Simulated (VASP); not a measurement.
Runs of VASP 6.6.1 on CaF2. All rows change the cell; the cell of one of them follows. It takes space group Immm (No. 71, orthorhombic). The conventional cell has a = 3.824 Å, b = 3.901 Å, c = 5.463 Å, α = 90.00°, β = 90.00°, γ = 90.00°. Ca (site symmetry mmm) has 8 F at 2.35 to 2.38 Å as nearest neighbours. F (site symmetry mm2) is surrounded by 4 Ca at 2.35 to 2.38 Å. 

```csv
cell,gap on the mesh (eV),pressure (GPa),largest force (eV/Å)
"strain -0.0200 x Voigt [0, 0, 0, 1, 0, 0], atoms carried along",7.09,-1.6,0.05
"strain +0.0250 x Voigt [0, 0, 0, 1, 0, 0], atoms carried along",7.09,-1.6,0.06
"strain +0.0050 x Voigt [0, 0, 0, 1, 0, 0], atoms carried along",7.09,(b),(a)
"strain +0.0150 x Voigt [0, 0, 0, 1, 0, 0], atoms carried along",7.09,-1.6,0.03
```

Alike in all rows: task single point; level PBEsol; potentials or basis VASP PAW PBE potentials, release 64 (Ca_sv, F); no spin polarisation; k mesh 8 × 8 × 8; cutoff (eV) 520; smearing gaussian 0.05 eV.

**Question.** Fill in the values left out.

**Answer.** (a) 0.01; (b) -1.7.

Caveats: the PAW data sets were made with another functional, which shifts forces and pressure a little.

A k mesh can miss the band edges.
